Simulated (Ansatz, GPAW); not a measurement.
## FeO: 3 runs at one level of theory

```
CELL_PARAMETERS angstrom
-1.60210 1.60210 2.08339
1.60210 -1.60210 2.08339
1.60210 1.60210 -2.08339
ATOMIC_POSITIONS crystal
Fe 0.00000 0.00000 0.00000
O 0.50000 0.50000 0.00000
```

The cell comes from a database or a generator and needn't be the stable form of this composition.

Alike in all runs: task single point; functional PBEsol; k mesh 12 × 12 × 12; occupations fermi-dirac, width 0.05 eV; collinear spin, ferromagnetic start; no spin-orbit coupling. A missing gap at this level doesn't show that the real crystal is a metal. Pressure is positive in compression and, in plane waves, holds the error of the finite cutoff, which Ansatz's Pulay term estimates and takes out.

| program and potentials | plane-wave cutoff (eV) | notes | band gap (eV) | pressure (GPa) | net moment per atom (μB) |
| --- | --- | --- | --- | --- | --- |
| Ansatz, Ansatz PAW | 420 | potentials made for PBE, which Ansatz adapts in part; 11 valence electrons an atom on average; Pulay term of +0.66 GPa included | no gap | -16.15 | 2.00 |
| Ansatz, all-electron LAPW, scalar-relativistic | - | - | no gap | -16.18 | 2.00 |
| GPAW, PAW data sets generated for this functional | 800 | 7 valence electrons an atom on average | no gap | -15.06 | 2.00 |

None finds a gap. The pressure spans -16.18 (Ansatz, all-electron LAPW, scalar-relativistic) to -15.06 GPa (GPAW, PAW data sets generated for this functional), with all-electron results at -16.18. All agree on the net moment per atom. The cell lies far from this level's equilibrium. The state is the one that the start led to, which needn't be the lowest.

Differences between rows come from potentials, basis sets and numerical settings, since the functional is the same but for its coding. Runs on potential files found faulty are left out.
